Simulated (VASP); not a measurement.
# Cu (Fm-3m) in VASP: a series of runs, part 2 of 2

VASP 6.6.1. The steps go on from the part before.

## 3. Relaxation of cell and atoms, PBEsol

This run uses another cell than the first one, of 11.37 Å³/atom, 0.963 times its volume.

INCAR

```
ALGO     = Normal         # electronic algorithm
EDIFF    = 1E-7           # SCF threshold, eV
EDIFFG   = -0.005         # ionic threshold
ENCUT    = 600            # plane-wave cutoff, eV
GGA      = PS             # functional
IBRION   = 2              # ionic algorithm
ISIF     = 3              # what is computed and relaxed
ISMEAR   = 1              # smearing method
KPAR     = 2            
LASPH    = T              # aspherical terms in the spheres
LCHARG   = F              # write CHGCAR
LREAL    = F              # projectors in reciprocal space
LWAVE    = F              # write WAVECAR
NELM     = 80             # most SCF steps
NSW      = 90             # ionic steps
PREC     = Accurate       # precision mode
SIGMA    = 0.1            # smearing width, eV
```

KPOINTS

```
k-points
0
Gamma
  18 18 18
```

POSCAR

```
Cu                                      
1.0
    0.0000000000      1.7848606284      1.7848606284
    1.7848606284     -0.0000000000      1.7848606284
    1.7848606284      1.7848606284      0.0000000000
  Cu            
     1
Direct
     0.0000000000000000    0.0000000000000000    0.0000000000000000
```

Potentials or basis: VASP PAW PBE potentials, release 64 (Cu).

Started as:

```bash
$ cat potpaw_PBE.64/Cu/POTCAR > POTCAR
$ mpirun -np 2 vasp_std > vasp.out
```

OUTCAR:

```text
EDIFF = 1E-7
   EDIFFG = -0.005
   ENCUT = 600
   GGA = PS
   IBRION = 2
   ISIF = 3
   ISMEAR = 1
   LASPH = T
   LREAL = F
   NELM = 80
   NSW = 90
   PREC = Accurate

 ion  position               nearest neighbor table
   1  0.000  0.000  0.000-

  LATTYP: Found a face centered cubic cell.
 ALAT       =     3.5697212568

  Lattice vectors:

 A1 = (   0.0000000000,   1.7848606284,   1.7848606284)
 A2 = (   1.7848606284,   0.0000000000,   1.7848606284)
 A3 = (   1.7848606284,   1.7848606284,   0.0000000000)

Analysis of symmetry for initial positions (statically):
=====================================================================
 Subroutine PRICEL returns:
 Original cell was already a primitive cell.

 Routine SETGRP: Setting up the symmetry group for a
 face centered cubic supercell.

 Subroutine GETGRP returns: Found 48 space group operations
 (whereof 48 operations were pure point group operations)
 out of a pool of 48 trial point group operations.

The static configuration has the point symmetry O_h .

Analysis of symmetry for dynamics (positions and initial velocities):
=====================================================================
 Subroutine PRICEL returns:
 Original cell was already a primitive cell.

 Routine SETGRP: Setting up the symmetry group for a
 face centered cubic supercell.

 Subroutine GETGRP returns: Found 48 space group operations
 (whereof 48 operations were pure point group operations)
 out of a pool of 48 trial point group operations.

The dynamic configuration has the point symmetry O_h .

 Subroutine INISYM returns: Found 48 space group operations
 (whereof 48 operations are pure point group operations),
 and found     1 'primitive' translations

----------------------------------------------------------------------------------------

                                     Primitive cell

  volume of cell :      11.3722

  direct lattice vectors                    reciprocal lattice vectors
     0.000000000  1.784860628  1.784860628    -0.280133917  0.280133917  0.280133917
     1.784860628  0.000000000  1.784860628     0.280133917 -0.280133917  0.280133917
     1.784860628  1.784860628  0.000000000     0.280133917  0.280133917 -0.280133917

  length of vectors
     2.524174108  2.524174108  2.524174108     0.485206178  0.485206178  0.485206178

  position of ions in fractional coordinates (direct lattice)
     0.000000000  0.000000000  0.000000000

  ion indices of the primitive-cell ions
   primitive index   ion index
                 1           1

----------------------------------------------------------------------------------------

 KPOINTS: k-points

Automatic generation of k-mesh.
 Grid dimensions read from file:
 generate k-points for:   18   18   18

 Generating k-lattice:

  Cartesian coordinates                     Fractional coordinates (reciprocal lattice)
    -0.015562995  0.015562995  0.015562995     0.055555556  0.000000000  0.000000000
     0.015562995 -0.015562995  0.015562995     0.000000000  0.055555556  0.000000000
     0.015562995  0.015562995 -0.015562995     0.000000000  0.000000000  0.055555556

  Length of vectors
     0.026955899  0.026955899  0.026955899

  Shift w.r.t. Gamma in fractional coordinates (k-lattice)
     0.000000000  0.000000000  0.000000000

 Subroutine IBZKPT returns following result:
 ===========================================

 Found    195 irreducible k-points:

 Following reciprocal coordinates:
            Coordinates               Weight
  0.000000  0.000000  0.000000      1.000000
  0.055556  0.000000  0.000000      8.000000
  0.111111  0.000000  0.000000      8.000000
  0.166667  0.000000  0.000000      8.000000
  0.222222  0.000000  0.000000      8.000000
  0.277778  0.000000  0.000000      8.000000
[... 16 lines left out ...]
 -0.277778  0.055556  0.000000     24.000000
 -0.222222  0.055556  0.000000     24.000000
 [... further k-points ...]
   k-points           NKPTS =    195   k-points in BZ     NKDIM =    195   number of bands    NBANDS=      9
   number of dos      NEDOS =    301   number of ions     NIONS =      1
   total plane-waves  NPLWV =   8000
   dimension x,y,z NGX =    20 NGY =   20 NGZ =   20
   dimension x,y,z NGXF=    40 NGYF=   40 NGZF=   40
   ions per type =               1
   NGX,Y,Z   is equivalent  to a cutoff of  13.17, 13.17, 13.17 a.u.
   NGXF,Y,Z  is equivalent  to a cutoff of  26.34, 26.34, 26.34 a.u.
 SYSTEM =  unknown system
   PREC   = accura    normal or accurate (medium, high low for compatibility)
   ISTART =      0    job   : 0-new  1-cont  2-samecut
   ICHARG =      2    charge: 1-file 2-atom 10-const
   ISPIN  =      1    spin polarized calculation?
   LNONCOLLINEAR =      F non collinear calculations
   LSORBIT =      F    spin-orbit coupling
   LASPH  =      T    aspherical Exc in radial PAW
   ENCUT  =  600.0 eV  44.10 Ry    6.64 a.u.   5.04  5.04  5.04*2*pi/ulx,y,z
   NELM   =     80;   NELMIN=  2; NELMDL= -5     # of ELM steps
   EDIFF  = 0.1E-06   stopping-criterion for ELM
   LREAL  =      F    real-space projection
   EDIFFG = -.5E-02   stopping-criterion for IOM
   NSW    =     90    number of steps for IOM
   IBRION =      2    ionic relax: 0-MD 1-quasi-New 2-CG
   NFREE  =      1    steps in history (QN), initial steepest desc. (CG)
   ISIF   =      3    stress and relaxation
   ISYM   =      2    0-nonsym 1-usesym 2-fastsym
   POTIM  = 0.5000    time-step for ionic-motion
   TEBEG  =    0.0;   TEEND  =   0.0 temperature during run
   PSTRESS=    0.0 pullay stress
   NELECT =      11.0000    total number of electrons
   NUPDOWN=      -1.0000    fix difference up-down
   EMIN   =  10.00;   EMAX   =-10.00  energy-range for DOS
   EFERMI =   0.00;   METHOD = LEGACY
   ISMEAR =     1;   SIGMA  =   0.10  broadening in eV -4-tet -1-fermi 0-gaus
   EFERMI_NEDOS =   21; number of points for ismear=-14 and -15
   IALGO  =     38    algorithm
   IMIX   =      4    mixing-type and parameters
     AMIX     =   0.40;   BMIX     =  1.00
     AMIX_MAG =   1.60;   BMIX_MAG =  1.00
  volume/ion in A,a.u.               =      11.37        76.74
  Fermi-wavevector in a.u.,A,eV,Ry     =   1.619042  3.059546 35.664906  2.621297
  Thomas-Fermi vector in A             =   2.713207
   LORBIT       =      0    0 simple, 1 ext, 2 COOP (PROOUT), +10 PAW based schemes
   GGA     = PS    functional components
   LHFCALC =     F    Hartree Fock is set to
   AEXX    =    0.0000 exact exchange contribution
   IVDW    =     0    specifies the selected vdW correction
   LEPSILON=     F    determine dielectric tensor
   LRPA    =     F    only Hartree local field effects (RPA)
 conjugate gradient relaxation of ions
 non-spin polarized calculation
 Methfessel and Paxton  Order N= 1 SIGMA  =   0.10
  energy-cutoff  :      600.00
  volume of cell :       11.37
 maximum number of plane-waves:       392
   NGX =  9   NGY =  9   NGZ =  9

 number of electron      11.0000013 magnetization

 Free energy of the ion-electron system (eV)
  ---------------------------------------------------
  ext. energy  EPLUGINS =         0.00000000
  ---------------------------------------------------
  free energy    TOTEN  =        -4.30854383 eV

  energy without entropy =       -4.30849209  energy(sigma->0) =       -4.30852658

 E-fermi :   7.8342     XC(G=0): -13.1294

 val. band max:        7.8311236367   @ k =   0.5000   0.1111   0.0000
 cond. band min:       7.8705699114   @ k =  -0.4444   0.1111   0.0556
 fundamental gap:      0.0394462747
 Fermi energy:         7.8342398840

 k-point     1 :       0.0000    0.0000    0.0000
  band No.  band energies     occupation
      1      -1.8046      2.00000
      2       4.7375      2.00000
      3       4.7375      2.00000
      4       4.7375      2.00000
      5       5.6201      2.00000
      6       5.6201      2.00000
      7      30.7613      0.00000
      8      33.6718      0.00000
      9      33.6718      0.00000

 k-point     2 :       0.0556    0.0000    0.0000
  band No.  band energies     occupation
      1      -1.6890      2.00000
      2       4.7117      2.00000
      3       4.7602      2.00000
      4       4.7602      2.00000
      5       5.6109      2.00000
      6       5.6109      2.00000
      7      30.1603      0.00000
      8      32.2326      0.00000
      9      33.3014      0.00000
[... 253 lines left out ...]
 k-point    24 :      -0.2222    0.0556    0.0000
  band No.  band energies     occupation
      1       0.3214      2.00000
      2       4.4218      2.00000
      3       4.9047      2.00000
      4       4.9460      2.00000
      5       5.5662      2.00000
      6       5.8255      2.00000
      7      21.1526      0.00000
      8      28.2555      0.00000
      9      31.9432      0.00000

 [... further k-points ...]
[... 5 lines left out ...]
  --------------------------------------------------------------------------------------
  -------------------------------------------------------------------------------------
  Total        0.0022773      0.0022773      0.0022773      0.0000000     -0.0000000     -0.0000000
  in kB        0.3208347      0.3208347      0.3208347      0.0000000     -0.0000000     -0.0000000
  external PRESSURE =       0.3208347 kB  Pullay stress =       0.0000000 kB

 VOLUME and BASIS-vectors are now :
 -----------------------------------------------------------------------------
  energy-cutoff  :      600.00
  volume of cell :       11.37
      direct lattice vectors                 reciprocal lattice vectors
     0.000000000  1.784860628  1.784860628    -0.280133917  0.280133917  0.280133917
     1.784860628  0.000000000  1.784860628     0.280133917 -0.280133917  0.280133917
     1.784860628  1.784860628  0.000000000     0.280133917  0.280133917 -0.280133917

 POSITION                                       TOTAL-FORCE (eV/Angst)
 -----------------------------------------------------------------------------------
      0.00000      0.00000      0.00000        -0.000000      0.000000     -0.000000
 -----------------------------------------------------------------------------------
    total drift:                                0.000000      0.000000      0.000000

  FREE ENERGIE OF THE ION-ELECTRON SYSTEM (eV)
  ---------------------------------------------------
  free  energy   TOTEN  =        -4.3085438295 eV

  energy  without entropy=       -4.3084920922  energy(sigma->0) =       -4.30852658

 reached required accuracy - stopping structural energy minimisation
```

It took 8.5 s on 2 MPI ranks of Intel Xeon Platinum 8488C (Sapphire Rapids), shared host; peak memory 0.13 GiB.

Results:

```
Free energy             : -4.3085 eV
Pressure after relaxing : 0.0 GPa
Band gap on the k mesh  : none (metal or under the smearing width)
```

Final structure:
```
CELL_PARAMETERS angstrom
0.00000 1.78486 1.78486
1.78486 0.00000 1.78486
1.78486 1.78486 0.00000
ATOMIC_POSITIONS crystal
Cu 0.00000 0.00000 0.00000
```

Caveat: the relaxation stopped at its first step, so nothing moved; the PAW data sets were made with another functional, which shifts forces and pressure a little.

## 4. Relaxation of cell and atoms, PBEsol

INCAR

```
SYSTEM = Cu
PREC = Accurate ; ENCUT = 600
EDIFF = 1E-6 ; ISMEAR = 1
SIGMA = 0.1 ; LREAL = .False.
LASPH = .True. ; NELM = 80
ALGO = Normal ; ISIF = 3
LWAVE = .False. ; LCHARG = .False.
GGA = PS ; IBRION = 2
NSW = 90 ; EDIFFG = -0.01
```

KPOINTS

```
Automatic mesh
0
Gamma
  18 18 18
  0 0 0
```

POSCAR

```
Cu
1.0
    0.0000000000      1.8075000000      1.8075000000
    1.8075000000      0.0000000000      1.8075000000
    1.8075000000      1.8075000000      0.0000000000
Cu
1
Direct
    0.0000000000      0.0000000000      0.0000000000
```

Started as:

```bash
$ cat potpaw_PBE.64/Cu/POTCAR > POTCAR
$ mpirun -np 1 vasp_std > vasp.out
```

It took 25 s on 1 thread of AMD EPYC 9R45 (Zen 5), shared host; peak memory 0.12 GiB.

Results (log left out):

```
Free energy                            : -4.3087 eV
Relaxed volume                         : 11.37 Å³/atom
Relaxed cell                           : a = 2.524 Å, b = 2.524 Å, c = 2.524 Å, α = 60.00°, β = 60.00°, γ = 60.00°
Space group after relaxing (to 0.05 Å) : Fm-3m (No. 225)
Energy gained by relaxing              : 8.0 meV/atom
Ionic steps                            : 3
Pressure after relaxing                : 0.0 GPa
Band gap on the k mesh                 : none (metal or under the smearing width)
```

The path:
```
step  energy change (eV)  largest force (eV/Å)  pressure (GPa)  volume (Å³)
   1              0.0000                0.0000           -5.61        11.81
   2             -0.0049                0.0000            3.95        11.12
   3             -0.0080                0.0000            0.03        11.37
```

Final structure:
```
Cu
1.0
     0.00000    1.78486    1.78486
     1.78486    0.00000    1.78486
     1.78486    1.78486    0.00000
Cu
1
Direct
  0.00000 0.00000 0.00000
```

Levels at points of the mesh, in eV from the Fermi level:
```tsv
k point	band 2	band 3	band 4	band 5	band 6	band 7	band 8	band 9
(0.00, 0.00, 0.00)	-3.10	-3.10	-3.10	-2.21	-2.21	22.93	25.84	25.84
(0.50, 0.00, 0.00)	-3.13	-3.13	-1.61	-1.61	-1.11	3.98	21.40	22.65
(0.50, 0.50, 0.00)	-4.58	-1.63	-1.46	-1.46	1.47	7.41	13.37	13.37
```

Caveat: the PAW data sets were made with another functional, which shifts forces and pressure a little.
